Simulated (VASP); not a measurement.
Pb, 1 atom in the cell. It takes space group Fm-3m (No. 225, cubic). Conventional cell: a = 4.958 Å, b = 4.958 Å, c = 4.958 Å, α = 90.00°, β = 90.00°, γ = 90.00°. Around Pb (site symmetry m-3m) lie 12 Pb at 3.51 Å. The cell was built by a generator and needn't be a form met in nature.

| Quantity | Value |
| --- | --- |
| Program | VASP 6.6.1 |
| Task | electrostatic potential |
| Functional | PBE |
| Dispersion | D3(BJ) |
| Potentials or basis | VASP PAW PBE potentials, release 64 (Pb_d) |
| Cutoff | 520 eV |
| k mesh | 14 × 14 × 14 |
| Occupations | methfessel-paxton, width 0.1 eV |
| Spin | no spin polarisation |
| Further INCAR settings | ALGO = Normal; EDIFF = 1e-06 |

Potentials or basis: VASP PAW PBE potentials, release 64 (Pb_d).

Run with:

```sh
$ cat potpaw_PBE.64/Pb_d/POTCAR > POTCAR
$ mpirun -np 1 vasp_std > vasp.out
```

Hardware: 1 thread of AMD EPYC 7R13 Processor (Zen 3), on a shared host.

Estimate the wall time of this run.

Wall time 24 s on 1 thread of AMD EPYC 7R13 Processor (Zen 3), on a shared host, peak memory 0.16 GiB. Counts: scf iterations 11, k points 104.
